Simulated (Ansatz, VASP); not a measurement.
## One calculation of Ge, two programs

```
CELL_PARAMETERS angstrom
0.00000 2.82877 2.82877
2.82877 0.00000 2.82877
2.82877 2.82877 0.00000
ATOMIC_POSITIONS crystal
Ge 0.50000 0.50000 0.50000
Ge 0.75000 0.75000 0.75000
```

Alike in both runs: task single point; functional LDA; k mesh 10 × 10 × 10; occupations methfessel-paxton of order 1, width 0.025 eV; no spin polarisation.

|  | VASP | Ansatz |
| --- | --- | --- |
| version | VASP 6.6.1 | Ansatz 0.2.0 |
| potentials or method | VASP PAW LDA potentials, release 64 (Ge_d), cutoff 520 eV | all-electron LAPW, scalar-relativistic |

|  | VASP | Ansatz | Ansatz less VASP |
| --- | --- | --- | --- |
| gap on the k mesh at the Fermi level (eV) | none | none | - |
| pressure (GPa) | -1.1 | -1.3 | -0.17 |

A gap of «none» marks a metal or a gap that the smearing closes. Ansatz ran all-electron here, so the differences hold the error of VASP's frozen core and of both bases.

Caveats: this crystal is a semiconductor, whose small gap the functional closes, so the metal is an error of the method.
